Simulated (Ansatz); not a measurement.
A run of Ansatz 0.2.0 is set up as follows.

The input input.yaml:

```yaml
crystal:
  lattice:
    - [0.0, 2.47502, 2.47502]
    - [2.47502, 0.0, 2.47502]
    - [2.47502, 2.47502, 0.0]
  atoms:
    - { symbol: Pb, position: [0.0, 0.0, 0.0] }
kpoints:
  mp_grid: { grid: [9, 9, 9] }
scf:
  occupations: { method: gaussian, width: 0.02 }
hamiltonian:
  xc: rpbe
  pseudopotentials: { kind: all_electron, lapw: { basis_error: 0.001 } }
output:
  forces: true
  stress: true
  eigenvalues: true
```

Potentials or basis: all-electron LAPW, scalar-relativistic.

Run with:

```console
$ ansatz run input.yaml --threads 1 --pin off --max-ram 3072MiB --backend cpu --events-out ev --progress --plain --runs-dir out
```

Task: What does it give for the band gap on the k mesh?

Result: None (metal or under the smearing width).

Task: What does it give for the pressure?

Result: 3.9 GPa.

The run has no spin-orbit coupling, so splittings on Pb are missing.
